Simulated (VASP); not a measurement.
# Se (R-3m) in VASP: a series of runs

The runs below take Se through relaxation of cell and atoms, with PBEsol.

All numbers are computed with VASP 6.6.1; they aren't measurements. Logs are shortened: lines on timing, memory, paths and dates and some standing lists are left out, and cuts for length are marked.

## 1. Starting point

The structure is trigonal, space group R-3m (No. 166). Conventional cell: a = 4.237 Å, b = 4.237 Å, c = 3.987 Å, α = 90.00°, β = 90.00°, γ = 120.00°. Around Se (site symmetry -3m) lie 6 Se at 2.78 Å.

This isn't the form of Se at room conditions, which is trigonal, of chains.

## 2. Relaxation of cell and atoms, PBEsol, target pressure 0.0001 GPa, at which the enthalpy is minimised

Input file INCAR:

```
PREC     = Accurate       # precision mode
ENCUT    = 520            # plane-wave cutoff, eV
EDIFF    = 1E-7           # SCF threshold, eV
ISMEAR   = 0              # smearing method
SIGMA    = 0.1            # smearing width, eV
LREAL    = F              # projectors in reciprocal space
LASPH    = T              # aspherical terms in the spheres
NELM     = 60             # most SCF steps
ALGO     = Normal         # electronic algorithm
ISIF     = 3              # what is computed and relaxed
LWAVE    = F              # write WAVECAR
LCHARG   = F              # write CHGCAR
GGA      = PS             # functional
IBRION   = 2              # ionic algorithm
NSW      = 80             # ionic steps
EDIFFG   = -0.002         # ionic threshold
PSTRESS  = 0.001
```

Input file KPOINTS:

```
regular mesh
0
Gamma
  6 6 6
```

Input file POSCAR:

```
Se                                      
1.0
    2.1184768897      1.2231032703      1.3288435654
   -2.1184768897      1.2231032703      1.3288435654
   -0.0000000000     -2.4462065421      1.3288435671
  Se            
     1
Direct
     0.0000000000000000    0.0000000000000000    0.0000000000000000
```

Potentials or basis: VASP PAW PBE potentials, release 64 (Se).

On the command line:

```sh
cat potpaw_PBE.64/Se/POTCAR > POTCAR
mpirun -np 1 vasp_std > vasp.out
```

OUTCAR:

```text
PREC = Accurate
   ENCUT = 520
   EDIFF = 1E-7
   ISMEAR = 0
   LREAL = F
   LASPH = T
   NELM = 60
   ISIF = 3
   GGA = PS
   IBRION = 2
   NSW = 80
   EDIFFG = -0.002
   PSTRESS = 0.001

 ion  position               nearest neighbor table
   1  0.000  0.000  0.000-

  LATTYP: Found a trigonal (rhomboedric) cell.
 ALAT       =     2.7838374887
 COS(alpha) =    -0.1582163705

  Lattice vectors:

 A1 = (   2.1184768897,   1.2231032703,   1.3288435654)
 A2 = (  -2.1184768897,   1.2231032703,   1.3288435654)
 A3 = (   0.0000000000,  -2.4462065421,   1.3288435671)

Analysis of symmetry for initial positions (statically):
=====================================================================
 Subroutine PRICEL returns:
 Original cell was already a primitive cell.

 Routine SETGRP: Setting up the symmetry group for a
 trigonal (rhombohedral) supercell.

 Subroutine GETGRP returns: Found 12 space group operations
 (whereof 12 operations were pure point group operations)
 out of a pool of 12 trial point group operations.

The static configuration has the point symmetry D_3d.

Analysis of symmetry for dynamics (positions and initial velocities):
=====================================================================
 Subroutine PRICEL returns:
 Original cell was already a primitive cell.

 Routine SETGRP: Setting up the symmetry group for a
 trigonal (rhombohedral) supercell.

 Subroutine GETGRP returns: Found 12 space group operations
 (whereof 12 operations were pure point group operations)
 out of a pool of 12 trial point group operations.

The dynamic configuration has the point symmetry D_3d.

 Subroutine INISYM returns: Found 12 space group operations
 (whereof 12 operations are pure point group operations),
 and found     1 'primitive' translations

----------------------------------------------------------------------------------------

                                     Primitive cell

  volume of cell :      20.6591

  direct lattice vectors                    reciprocal lattice vectors
     2.118476890  1.223103270  1.328843565     0.236018624  0.136265408  0.250844676
    -2.118476890  1.223103270  1.328843565    -0.236018624  0.136265408  0.250844676
     0.000000000 -2.446206542  1.328843567     0.000000000 -0.272530817  0.250844676

  length of vectors
     2.783837489  2.783837489  2.783837580     0.370399924  0.370399924  0.370399915

  position of ions in fractional coordinates (direct lattice)
     0.000000000  0.000000000  0.000000000

  ion indices of the primitive-cell ions
   primitive index   ion index
                 1           1

----------------------------------------------------------------------------------------

 KPOINTS: regular mesh

Automatic generation of k-mesh.
 Grid dimensions read from file:
 generate k-points for:    6    6    6

 Generating k-lattice:

  Cartesian coordinates                     Fractional coordinates (reciprocal lattice)
     0.039336437  0.022710901  0.041807446     0.166666667  0.000000000  0.000000000
    -0.039336437  0.022710901  0.041807446     0.000000000  0.166666667  0.000000000
     0.000000000 -0.045421803  0.041807446     0.000000000  0.000000000  0.166666667

  Length of vectors
     0.061733321  0.061733321  0.061733319

  Shift w.r.t. Gamma in fractional coordinates (k-lattice)
     0.000000000  0.000000000  0.000000000

 Subroutine IBZKPT returns following result:
 ===========================================

 Found     32 irreducible k-points:

 Following reciprocal coordinates:
            Coordinates               Weight
  0.000000  0.000000  0.000000      1.000000
  0.166667  0.000000 -0.000000      6.000000
  0.333333  0.000000 -0.000000      6.000000
  0.500000  0.000000  0.000000      3.000000
  0.166667  0.166667 -0.000000      6.000000
  0.333333  0.166667  0.000000     12.000000
[... 16 lines left out ...]
  0.500000  0.500000  0.166667      6.000000
 -0.333333  0.500000  0.166667     12.000000
 [... further k-points ...]
   k-points           NKPTS =     32   k-points in BZ     NKDIM =     32   number of bands    NBANDS=      7
   number of dos      NEDOS =    301   number of ions     NIONS =      1
   total plane-waves  NPLWV =  13824
   dimension x,y,z NGX =    24 NGY =   24 NGZ =   24
   dimension x,y,z NGXF=    48 NGYF=   48 NGZF=   48
   ions per type =               1
   NGX,Y,Z   is equivalent  to a cutoff of  14.33, 14.33, 14.33 a.u.
   NGXF,Y,Z  is equivalent  to a cutoff of  28.66, 28.66, 28.66 a.u.
 SYSTEM =  unknown system
   PREC   = accura    normal or accurate (medium, high low for compatibility)
   ISTART =      0    job   : 0-new  1-cont  2-samecut
   ICHARG =      2    charge: 1-file 2-atom 10-const
   ISPIN  =      1    spin polarized calculation?
   LNONCOLLINEAR =      F non collinear calculations
   LSORBIT =      F    spin-orbit coupling
   LASPH  =      T    aspherical Exc in radial PAW
   ENCUT  =  520.0 eV  38.22 Ry    6.18 a.u.   5.18  5.18  5.18*2*pi/ulx,y,z
   NELM   =     60;   NELMIN=  2; NELMDL= -5     # of ELM steps
   EDIFF  = 0.1E-06   stopping-criterion for ELM
   LREAL  =      F    real-space projection
   EDIFFG = -.2E-02   stopping-criterion for IOM
   NSW    =     80    number of steps for IOM
   IBRION =      2    ionic relax: 0-MD 1-quasi-New 2-CG
   NFREE  =      1    steps in history (QN), initial steepest desc. (CG)
   ISIF   =      3    stress and relaxation
   ISYM   =      2    0-nonsym 1-usesym 2-fastsym
   POTIM  = 0.5000    time-step for ionic-motion
   TEBEG  =    0.0;   TEEND  =   0.0 temperature during run
   PSTRESS=    0.0 pullay stress
   NELECT =       6.0000    total number of electrons
   NUPDOWN=      -1.0000    fix difference up-down
   EMIN   =  10.00;   EMAX   =-10.00  energy-range for DOS
   EFERMI =   0.00;   METHOD = LEGACY
   ISMEAR =     0;   SIGMA  =   0.10  broadening in eV -4-tet -1-fermi 0-gaus
   EFERMI_NEDOS =   21; number of points for ismear=-14 and -15
   IALGO  =     38    algorithm
   IMIX   =      4    mixing-type and parameters
     AMIX     =   0.40;   BMIX     =  1.00
     AMIX_MAG =   1.60;   BMIX_MAG =  1.00
  volume/ion in A,a.u.               =      20.66       139.41
  Fermi-wavevector in a.u.,A,eV,Ry     =   1.084146  2.048740 15.991926  1.175373
  Thomas-Fermi vector in A             =   2.220229
   LORBIT       =      0    0 simple, 1 ext, 2 COOP (PROOUT), +10 PAW based schemes
   GGA     = PS    functional components
   LHFCALC =     F    Hartree Fock is set to
   AEXX    =    0.0000 exact exchange contribution
   IVDW    =     0    specifies the selected vdW correction
   LEPSILON=     F    determine dielectric tensor
   LRPA    =     F    only Hartree local field effects (RPA)
 conjugate gradient relaxation of ions
 non-spin polarized calculation
 Gauss-broadening in eV      SIGMA  =   0.10
  energy-cutoff  :      520.00
  volume of cell :       20.66
 maximum number of plane-waves:       568
 NGX is ok and might be reduce to    24
   NGX = 11   NGY = 11   NGZ = 11

--------------------------------------- Ionic step        1  -------------------------------------------

 number of electron       5.9999999 magnetization

 Free energy of the ion-electron system (eV)
  ---------------------------------------------------
  ext. energy  EPLUGINS =         0.00000000
  ---------------------------------------------------
  free energy    TOTEN  =        -3.60032648 eV

  energy without entropy =       -3.59720852  energy(sigma->0) =       -3.59876750

------------------------ aborting loop because EDIFF is reached ----------------------------------------

  FORCE on cell =-STRESS in cart. coord.  units (eV):
  Direction    XX          YY          ZZ          XY          YZ          ZX
  --------------------------------------------------------------------------------------
  -------------------------------------------------------------------------------------
  Total        0.0031928      0.0031928      0.0065758      0.0000000     -0.0000000      0.0000000
  in kB        0.2476146      0.2476146      0.5099693      0.0000000     -0.0000000      0.0000000
  external PRESSURE =       0.3340662 kB  Pullay stress =       0.0010000 kB
[... 90 lines left out ...]
  FREE ENERGIE OF THE ION-ELECTRON SYSTEM (eV)
  ---------------------------------------------------
  free  energy   TOTEN  =        -3.6003273251 eV

  energy  without entropy=       -3.5972016090  energy(sigma->0) =       -3.59876447

  enthalpy is  TOTEN    =        -3.6003144256 eV   P V=        0.0000128995

[... ionic steps 4 to 8 ...]

--------------------------------------- Ionic step        9  -------------------------------------------

 number of electron       5.9999999 magnetization

------------------------ aborting loop because EDIFF is reached ----------------------------------------

  FORCE on cell =-STRESS in cart. coord.  units (eV):
  Direction    XX          YY          ZZ          XY          YZ          ZX
  --------------------------------------------------------------------------------------
  -------------------------------------------------------------------------------------
  Total        0.0016082      0.0016082      0.0030864      0.0000000     -0.0000000      0.0000000
  in kB        0.1246741      0.1246741      0.2392692      0.0000000     -0.0000000      0.0000000
  external PRESSURE =       0.1618725 kB  Pullay stress =       0.0010000 kB
[... 59 lines left out ...]
  enthalpy is  TOTEN    =        -3.6003147531 eV   P V=        0.0000128999

--------------------------------------- Ionic step       11  -------------------------------------------

 number of electron       5.9999999 magnetization

 Free energy of the ion-electron system (eV)
  ---------------------------------------------------
  ext. energy  EPLUGINS =         0.00000000
  ---------------------------------------------------
  free energy    TOTEN  =        -3.60032779 eV

  energy without entropy =       -3.59718623  energy(sigma->0) =       -3.59875701

 E-fermi :   5.4313     XC(G=0): -10.5414

 val. band max:        5.3404773396   @ k =   0.5000   0.1667  -0.0000
 cond. band min:       5.5049987928   @ k =   0.5000   0.1667   0.1667
 fundamental gap:      0.1645214532
 Fermi energy:         5.4313445059

 k-point     1 :       0.0000    0.0000    0.0000
  band No.  band energies     occupation
      1     -11.1226      2.00000
      2       6.5912      0.00000
      3       7.8660      0.00000
      4       7.8660      0.00000
      5      13.9109      0.00000
      6      13.9109      0.00000
      7      14.1192      0.00000
[... 221 lines left out ...]
 k-point    24 :      -0.3333    0.5000    0.1667
  band No.  band energies     occupation
      1      -6.9270      2.00000
      2      -0.3199      2.00000
      3       2.4787      2.00000
      4       6.8867      0.00000
      5      11.7137      0.00000
      6      15.6945      0.00000
      7      18.4331      0.00000

 [... further k-points ...]
[... 5 lines left out ...]
  --------------------------------------------------------------------------------------
  -------------------------------------------------------------------------------------
  Total       -0.0004330     -0.0004330      0.0005892      0.0000000     -0.0000000      0.0000000
  in kB       -0.0335669     -0.0335669      0.0456709      0.0000000     -0.0000000      0.0000000
  external PRESSURE =      -0.0081543 kB  Pullay stress =       0.0010000 kB
[... 16 lines left out ...]
  FREE ENERGIE OF THE ION-ELECTRON SYSTEM (eV)
  ---------------------------------------------------
  free  energy   TOTEN  =        -3.6003277875 eV

  energy  without entropy=       -3.5971862283  energy(sigma->0) =       -3.59875701

  enthalpy is  TOTEN    =        -3.6003148868 eV   P V=        0.0000129007

 reached required accuracy - stopping structural energy minimisation
```

It took 11 s on 1 thread of Intel Xeon Platinum 8488C (Sapphire Rapids), shared host; peak memory 0.14 GiB.

What came out:

```
Free energy                                            : -3.6003 eV
Relaxed volume                                         : 20.67 Å³/atom
Relaxed cell                                           : a = 2.784 Å, b = 2.784 Å, c = 2.784 Å, α = 99.09°, β = 99.09°, γ = 99.09°
Space group after relaxing (to 0.05 Å)                 : R-3m (No. 166)
Energy change on relaxing (the enthalpy is what falls) : -0.0 meV/atom
Ionic steps                                            : 11
Pressure after relaxing                                : 0.0 GPa
Band gap on the k mesh                                 : none (metal or under the smearing width)
```

Final structure:
```xyz
1
Lattice="2.1185 1.2231 1.3294 -2.1185 1.2231 1.3294 0.0000 -2.4463 1.3294" Properties=species:S:1:pos:R:3 pbc="T T T"
Se   -2.1185    1.2231    1.3294
```

Caveat: the k mesh is coarse (spacing up to 0.39 Å⁻¹), so the values aren't converged; the cell is relaxed towards a set pressure, so the enthalpy falls and the energy may rise; the PAW data sets were made with another functional, which shifts forces and pressure a little.

## 3. Relaxation of cell and atoms, PBEsol, target pressure 250 GPa, at which the enthalpy is minimised

This run uses another cell than the first one, of 10.67 Å³/atom, 0.517 times its volume.

INCAR: that of step 2 with these lines changed.

```diff
@@ -16,2 +16,2 @@
 EDIFFG   = -0.002         # ionic threshold
-PSTRESS  = 0.001
+PSTRESS  = 2500
```

KPOINTS is that of step 2.

Input file POSCAR:

```
Se                                      
1.0
    1.8712449395      1.0803637958      0.8797785639
   -1.8712449395      1.0803637958      0.8797785639
    0.0000000000     -2.1607275921      0.8797785642
  Se            
     1
Direct
     0.0000000000000000    0.0000000000000000    0.0000000000000000
```

Potentials or basis: VASP PAW PBE potentials, release 64 (Se).

On the command line:

```sh
cat potpaw_PBE.64/Se/POTCAR > POTCAR
mpirun -np 1 vasp_std > vasp.out
```

It took 19 s on 1 thread of Intel Xeon Platinum 8488C (Sapphire Rapids), shared host; peak memory 0.13 GiB.

Results (log left out):

```
Free energy                                            : 0.6291 eV
Relaxed volume                                         : 9.82 Å³/atom
Relaxed cell                                           : a = 2.303 Å, b = 2.303 Å, c = 2.303 Å, α = 108.22°, β = 108.22°, γ = 108.22°
Space group after relaxing (to 0.05 Å)                 : R-3m (No. 166)
Energy change on relaxing (the enthalpy is what falls) : +1112.1 meV/atom
Ionic steps                                            : 15
Pressure after relaxing                                : 250.0 GPa
Band gap on the k mesh                                 : none (metal or under the smearing width)
```

Step by step:
| step | energy change (eV) | largest force (eV/Å) | pressure (GPa) | volume (Å³) |
| --- | --- | --- | --- | --- |
| 1 | 0.0000 | 0.0000 | 187.50 | 10.67 |
| 2 | 21.1971 | 0.0000 | 1759.85 | 5.45 |
| 3 | 0.7621 | 0.0000 | 232.67 | 10.09 |
| 4 | 0.9350 | 0.0000 | 243.14 | 9.97 |
| 5 | 1.0487 | 0.0000 | 250.03 | 9.90 |
| 6 | 1.0252 | 0.0000 | 248.61 | 9.91 |
| 7 | 1.0328 | 0.0000 | 248.33 | 9.91 |
| 8 | 1.0461 | 0.0000 | 246.12 | 9.89 |
| 9 | 1.0842 | 0.0000 | 247.74 | 9.84 |
| 10 | 1.0570 | 0.0000 | 246.74 | 9.86 |
| 11 | 1.0635 | 0.0000 | 246.98 | 9.85 |
| 12 | 1.2543 | 0.0000 | 258.56 | 9.73 |
| 13 | 1.1065 | 0.0000 | 249.59 | 9.82 |
| 14 | 1.1171 | 0.0000 | 250.32 | 9.82 |
| 15 | 1.1121 | 0.0000 | 249.99 | 9.82 |

Final structure:
```
CELL_PARAMETERS angstrom
1.86608 1.07738 0.81400
-1.86608 1.07738 0.81400
0.00000 -2.15477 0.81400
ATOMIC_POSITIONS crystal
Se 0.00000 0.00000 0.00000
```

Levels at points of the mesh, in eV from the Fermi level:
| k point | band 1 | band 2 | band 3 | band 4 | band 5 | band 6 | band 7 |
| --- | --- | --- | --- | --- | --- | --- | --- |
| (0.00, 0.00, 0.00) | -26.55 | 7.34 | 9.11 | 9.11 | 13.33 | 13.33 | 14.94 |
| (0.50, 0.00, 0.00) | -17.49 | -15.54 | 1.12 | 4.34 | 6.95 | 8.98 | 24.44 |
| (0.50, 0.50, 0.00) | -16.13 | -15.18 | -0.79 | 4.40 | 5.45 | 8.83 | 22.32 |
| (0.50, 0.50, 0.50) | -7.97 | -7.97 | -7.19 | -6.71 | -1.04 | -1.04 | 28.76 |

Caveat: the k mesh is coarse (spacing up to 0.51 Å⁻¹), so the values aren't converged; the cell is relaxed towards a set pressure, so the enthalpy falls and the energy may rise; the PAW data sets were made with another functional, which shifts forces and pressure a little.

## 4. Relaxation of cell and atoms, PBEsol, target pressure 250 GPa, at which the enthalpy is minimised

This run uses another cell than the first one, of 9.82 Å³/atom, 0.475 times its volume.

INCAR is that of step 3.

KPOINTS is that of step 3.

Input file POSCAR:

```
Se                                      
1.0
    1.8660829824      1.0773840250      0.8140028707
   -1.8660829824      1.0773840250      0.8140028707
    0.0000000000     -2.1547680573      0.8140028795
  Se            
     1
Direct
     0.0000000000000000    0.0000000000000000    0.0000000000000000
```

On the command line:

```sh
cat potpaw_PBE.64/Se/POTCAR > POTCAR
mpirun -np 1 vasp_std > vasp.out
```

It took 2.6 s on 1 thread of Intel Xeon Platinum 8488C (Sapphire Rapids), shared host; peak memory 0.11 GiB.

The run converged. Its results:

```
Free energy             : 0.6293 eV
Pressure after relaxing : 250.0 GPa
Band gap on the k mesh  : none (metal or under the smearing width)
```

Final structure:
```xyz
1
Lattice="1.8661 1.0774 0.8140 -1.8661 1.0774 0.8140 0.0000 -2.1548 0.8140" Properties=species:S:1:pos:R:3 pbc="T T T"
Se    0.0000    0.0000    0.0000
```

Levels at points of the mesh, in eV from the Fermi level:
```tsv
k point	band 1	band 2	band 3	band 4	band 5	band 6
(0.00, 0.00, 0.00)	-26.55	7.34	9.11	9.11	13.33	13.33
(0.50, 0.00, 0.00)	-17.49	-15.54	1.12	4.34	6.95	8.98
(0.50, 0.50, 0.00)	-16.13	-15.18	-0.79	4.40	5.45	8.83
(0.50, 0.50, 0.50)	-7.97	-7.97	-7.19	-6.71	-1.04	-1.04
```

Caveat: the k mesh is coarse (spacing up to 0.54 Å⁻¹), so the values aren't converged; the relaxation stopped at its first step, so nothing moved; the cell is relaxed towards a set pressure, so the enthalpy falls and the energy may rise; the PAW data sets were made with another functional, which shifts forces and pressure a little.
